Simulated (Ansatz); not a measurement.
# Al2SSe monolayer in a perpendicular field, part 2 of 2

Wanted: the out-of-plane response of the Al2SSe monolayer. A positive field points along +c.

Ansatz 0.2.0; plane-wave DFT, PBE-D3(BJ), Ansatz PAW (the session's first sound run).

So far. Step 11 (Field on, atoms free, field -0.1 V/Å): The dipole is -0.0467 e·Å, -0.0423 e·Å from its value without field, and the gap on the mesh 2.064 eV.

**12. Response, atoms relaxed**

This step: plane-wave DFT, PBE-D3(BJ), Ansatz PAW; response to a field along the normal, atoms relaxed (Ansatz 0.2.0).

The same analysis on the two relaxed runs holds the ionic part too; their mesh is coarser, so small differences from the held value can come from that.

This step gave:

```yaml
equivalent_conductor_thickness_p_eps_0ae: 6.675 Å
distance_between_the_outer_atoms: 4.820 Å
```

Dipole of the cell against applied field:

```csv
applied field (V/Å),dipole of the cell (e·Å)
-0.1000,-0.0467
0.1000,0.0379
```

Local field over the applied field, running mean. From the potentials at -0.1 and 0.1 V/Å; running mean over 2.5 Å. Local field over applied field against z:

z (Å), local field over applied field and a bar:
```
      4.5      0.998 ##############################
      5.0      0.995 ##############################
      5.5      0.986 ##############################
      6.0      0.962 #############################
      6.5      0.898 ###########################
      7.0      0.769 #######################
      7.5      0.642 ###################
      8.0      0.494 ###############
      8.5      0.331 ##########
      9.0      0.160 ####
      9.5      0.082 ##
     10.0      0.042 #
     10.5      0.058 #
     11.0      0.072 ##
     11.5      0.081 ##
     12.0      0.019 
     12.5      0.051 #
     13.0      0.112 ###
     13.5      0.137 ####
     14.0      0.251 #######
     14.5      0.480 ##############
     15.0      0.607 ##################
     15.5      0.683 ####################
     16.0      0.830 #########################
     16.5      0.940 ############################
     17.0      0.979 #############################
     17.5      0.993 ##############################
     18.0      0.998 ##############################
     18.5      0.999 ##############################
```

Electrons, planar mean, per unit field. Induced electron density against z:

```csv
z (Å),induced electron density (e/Å³ per V/Å)
4.5,6.0e-6
5.0,2.1e-5
5.5,6.0e-5
6.0,1.7e-4
6.5,4.9e-4
7.0,0.00129
7.5,0.00307
8.0,0.00555
8.5,0.0144
9.0,5.1e-4
9.5,-0.0133
10.0,-0.00342
10.5,-0.00121
11.0,7.4e-4
11.5,-7.2e-5
12.0,-6.5e-4
12.5,0.00242
13.0,0.00673
13.5,0.00190
14.0,-9.0e-4
14.5,-0.00840
15.0,-0.00553
15.5,-0.00218
16.0,-7.8e-4
16.5,-2.7e-4
17.0,-8.9e-5
17.5,-2.9e-5
18.0,-8.4e-6
18.5,-2.3e-6
```

The induced dipole is that of a conductor 6.67 Å thick.

**13. With spin-orbit coupling, k-mesh 12×12×1**

This step: plane-wave DFT, PBE, fully relativistic PAW with spin-orbit coupling (Ansatz 0.2.0).

Heavy atoms split their bands by spin-orbit coupling, so this run uses fully relativistic files and two-component states.

input.yaml reads:

```yaml
crystal:
  lattice:
    - [3.6399343784, 0.0, 0.0]
    - [-1.8199671892, 3.1522756398, 0.0]
    - [0.0, 0.0, 22.8184726225]
  atoms:
    - { symbol: Se, position: [0.3333333333, 0.6666666667, 0.3944172841] }
    - { symbol: Al, position: [0.0, 0.0, 0.4477954013] }
    - { symbol: Al, position: [0.0, 0.0, 0.5604359182] }
    - { symbol: S, position: [0.3333333333, 0.6666666667, 0.6055827159] }
kpoints:
  mp_grid: { grid: [12, 12, 1] }
  band_path: { path: [[0, 0, 0], [0.12, 0, 0]], npoints: 24 }
hamiltonian:
  xc: pbe
  pseudopotentials: { kind: paw_fr }
magnetization:
  noncollinear: true
  spin_orbit: true
scf:
  occupations: { method: fermi_dirac, width: 0.05 }
  convergence: { dr2_threshold: 1.0e-09 }
efield:
  axis: 3
  dipole_correction: true
  ramp_position: 0.97
  ramp_width: 0.06
  amplitude: 0
output:
  write_potential: true
  write_density: true
  volumetric_format: npy
```

The run is started by

```sh
$ ansatz run input.yaml --threads 4 --pin off --max-ram 6144MiB --backend cpu --events-out ev --progress --plain --runs-dir out
```

The job ended after 17 s (4 threads of Intel Xeon Platinum 8375C at 2.90GHz (Ice Lake), shared host; peak memory 1.4 GiB; 67 s of CPU time).

This step gave:

- gap on the k-mesh: 2.045 eV
- dipole along the normal: -0.004491 e·Å
- gap along the path: 3.264 eV
- smallest direct gap along the path: 3.296 eV
- step between the vacuum levels: 0.07082 eV
- ionisation energy, upper face: 6.053 eV
- ionisation energy, lower face: 5.982 eV
- gap, the smaller of path and mesh: 2.045 eV

The electronic bands at the labelled points (eV, zero at the Fermi level of the run, which the smearing sets inside the gap):

```csv
point,band 25,band 26,band 27,band 28,band 29,band 30,band 31,band 32
Γ,-1.23,-1.23,-1.16,-1.16,2.14,2.14,3.09,3.09
halfway,-1.37,-1.29,-1.19,-1.18,2.34,2.35,3.32,3.33
end,-1.53,-1.49,-1.15,-1.12,2.77,2.78,3.43,3.44
```

The gap is 2.05 eV, with the valence edge 6.05 eV and the conduction edge 4.01 eV under the upper vacuum level.

**14. Spin splitting near the zone centre, field 0**

This step: plane-wave DFT, PBE, fully relativistic PAW with spin-orbit coupling; spin splitting near the zone centre (Ansatz 0.2.0).

Levels that meet at the zone centre are followed outwards; a split that grows in proportion to k gives the Rashba parameter as ΔE/2k.

This step gave:

- largest split over 2k that stays linear in k: 0.7141 eV Å

Groups of levels that meet at the zone centre and whose split, tested at two k, grows in proportion to k or stays under 1 meV; groups that fail this test are left out. Spin splitting, by row:

```csv
level at the first point (eV from the Fermi level),states,split at k = 0.030 1/A (eV),split over 2k (eV Å)
-1.489,2,0.0427,0.7141
-1.233,2,0.0313,0.5234
2.139,2,0.0035,0.05853
```

**15. With spin-orbit coupling, k-mesh 12×12×1, field 0.2 V/Å**

This step: plane-wave DFT, PBE, fully relativistic PAW with spin-orbit coupling (Ansatz 0.2.0).

The same in a field along the normal.

input.yaml, as its differences from that of step 13:

```diff
@@ -25,5 +25,5 @@
   dipole_correction: true
-  ramp_position: 0.97
-  ramp_width: 0.06
-  amplitude: 0
+  ramp_position: 0.9452
+  ramp_width: 0.103
+  amplitude: 0.2
 output:
```

Elapsed: 18 s, on 4 threads; peak memory 1.4 GiB; 68 s of CPU time.

Numbers from this step:

```
gap on the k-mesh                  : 2.052 eV
dipole along the normal            : 0.07827 e·Å
gap along the path                 : 3.285 eV
smallest direct gap along the path : 3.367 eV
gap, the smaller of path and mesh  : 2.052 eV
```

The dipole is 0.0783 e·Å, and the gap 2.052 eV.

**16. Spin splitting near the zone centre, field 0.2 V/Å**

This step: plane-wave DFT, PBE, fully relativistic PAW with spin-orbit coupling; spin splitting near the zone centre (Ansatz 0.2.0).

Numbers from this step:

```yaml
largest_split_over_2k_that_stays_linear_in_k: 0.6840 eV Å
```

**17. Varying the input**

This step: plane-wave DFT, PBE-D3(BJ), Ansatz PAW (Ansatz 0.2.0).

A run with a changed input: it repeats the earlier run at 0.03 V/Å with crystal.symmetry to detect: false, scf.convergence.dr2_threshold from 1e-10 to 1e-11 and scf.algorithm to direct_min.

input.yaml reads:

```yaml
crystal:
  lattice:
    - [3.6399343784, 0.0, 0.0]
    - [-1.8199671892, 3.1522756398, 0.0]
    - [0.0, 0.0, 22.8184726225]
  atoms:
    - { symbol: Se, position: [0.3333333333, 0.6666666667, 0.3944172841] }
    - { symbol: Al, position: [0.0, 0.0, 0.4477954013] }
    - { symbol: Al, position: [0.0, 0.0, 0.5604359182] }
    - { symbol: S, position: [0.3333333333, 0.6666666667, 0.6055827159] }
  symmetry: { detect: false }
kpoints:
  mp_grid: { grid: [18, 18, 1] }
  band_path:
    path: [[0, 0, 0], [0.5, 0, 0], [0.33333333, 0.33333333, 0], [0, 0, 0]]
    npoints: 16
hamiltonian:
  xc: pbe
  dispersion: d3bj
scf:
  occupations: { method: fermi_dirac, width: 0.05 }
  convergence: { dr2_threshold: 1.0e-11 }
  algorithm: direct_min
efield:
  axis: 3
  dipole_correction: true
  ramp_position: 0.97
  ramp_width: 0.06
  amplitude: 0.03
output:
  write_potential: true
  write_density: true
  volumetric_format: npy
```

Wall time 60 s (4 threads); peak memory 1.4 GiB.

This step gave:

| Item | Value |
| --- | --- |
| gap on the k-mesh | 2.065 eV |
| dipole along the normal | 0.007977 e·Å |
| gap along the path | 2.063 eV |
| smallest direct gap along the path | 2.702 eV |
| gap, the smaller of path and mesh | 2.063 eV |

Electronic bands along the path, in eV, zero at the Fermi level of the run, which the smearing sets inside the gap:

```csv
point,band 11,band 12,band 13,band 14,band 15,band 16,band 17,band 18
Γ,-2.53,-1.30,-1.30,-1.29,2.14,3.08,4.34,4.34
halfway,-3.42,-3.08,-2.02,-1.11,2.09,3.06,4.23,4.36
M,-3.51,-2.84,-2.55,-1.96,0.99,2.35,2.95,3.38
halfway,-3.83,-3.45,-2.70,-1.88,1.30,3.12,3.58,3.79
K,-4.73,-3.29,-2.58,-1.88,1.03,3.30,3.52,4.33
halfway,-3.60,-3.31,-2.70,-1.11,2.45,3.65,3.86,4.47
Γ,-2.53,-1.30,-1.30,-1.29,2.14,3.08,4.34,4.34
```

```csv
quantity,this run,earlier run,difference
dipole along the normal (e·Å),0.007977,0.007975,2.3e-6
gap along the path (eV),2.063,2.063,0
smallest direct gap along the path (eV),2.702,2.702,1.0e-6
gap on the k-mesh (eV),2.065,2.065,-3.5e-7
```

Nothing in the table moves by 0.01 in its unit (for the dipole 0.5 % and 5e-5 e·Å). The run took 13 SCF cycles against 14.

The path shows an indirect gap of 2.06 eV (valence top between K and Γ, conduction bottom at M). The least direct gap is 2.70 eV.

**18. A changed input**

An input spoilt on purpose, to show how the run answers: it repeats the earlier run at 0.03 V/Å with efield.ramp_position from 0.97 to 0.479, and scf.max_iter set to 50.

input.yaml, the sections that differ from step 17:

```yaml
crystal:
  lattice:
    - [3.6399343784, 0.0, 0.0]
    - [-1.8199671892, 3.1522756398, 0.0]
    - [0.0, 0.0, 22.8184726225]
  atoms:
    - { symbol: Se, position: [0.3333333333, 0.6666666667, 0.3944172841] }
    - { symbol: Al, position: [0.0, 0.0, 0.4477954013] }
    - { symbol: Al, position: [0.0, 0.0, 0.5604359182] }
    - { symbol: S, position: [0.3333333333, 0.6666666667, 0.6055827159] }
scf:
  occupations: { method: fermi_dirac, width: 0.05 }
  convergence: { dr2_threshold: 1.0e-10 }
  max_iter: 50
efield:
  axis: 3
  dipole_correction: true
  ramp_position: 0.479
  ramp_width: 0.06
  amplitude: 0.03
# kpoints, hamiltonian, output: as in step 17
```

Elapsed: 7 s, on 4 threads; peak memory 0.64 GiB; 27 s of CPU time.

```csv
quantity,this run,earlier run,difference
dipole along the normal (e·Å),-0.2850,0.007975,-0.29
gap along the path (eV),1.694,2.063,-0.37
smallest direct gap along the path (eV),2.460,2.702,-0.24
```

What moves beyond 0.01 in its unit (for the dipole 0.5 % and 5e-5 e·Å): dipole along the normal (-0.293 e·Å), gap along the path (-0.369 eV) and smallest direct gap along the path (-0.242 eV).

With the ramp this near the atoms the program warns of density in it; these numbers are not the system's.

**19. Outcome**

```json
{
  "gap without field": "2.06 eV",
  "ionisation energy, upper face": "6.07 eV",
  "electron affinity, upper face": "4.01 eV",
  "step between the vacuum levels": "0.0699 eV",
  "equivalent conductor thickness, atoms held": "6.52 Å",
  "equivalent conductor thickness, atoms relaxed": "6.67 Å",
  "largest split over 2k that stays linear in k at 0 V/Å": "0.714 eV Å",
  "largest split over 2k that stays linear in k at 0.2 V/Å": "0.684 eV Å"
}
```

What this shows: The induced dipole equals that of a perfect conductor 6.52 Å thick, while the outer atoms lie 4.82 Å apart; an out-of-plane ε follows only once a thickness t is chosen, by 1 − 1/ε = 6.52 Å / t. The two faces differ: the vacuum level above lies 0.07 eV higher than the one below. The gap goes from 2.06 eV to 2.05 eV at -0.25 V/Å. Letting the atoms follow the field adds 0.15 Å to the equivalent conductor thickness: the ionic part of the response. Semilocal functionals give gaps that are too small, and excitons are not included. The field series itself is without spin-orbit coupling.

[Logs are printed without paths, hosts, clocks, repeated set-up lines and the standing remarks that a program may print on its own settings, such as how far it seeks lower states.]

[Hosts, paths, dates, database ids (printed as entryN), source tags and the programs' standing remarks are cut or masked in the printed files.]

[Maps of the electrostatic potential energy from Ansatz leave out the sawtooth potential of an applied field or a dipole correction, so their vacuum need not be flat; planar profiles and work functions include it.]
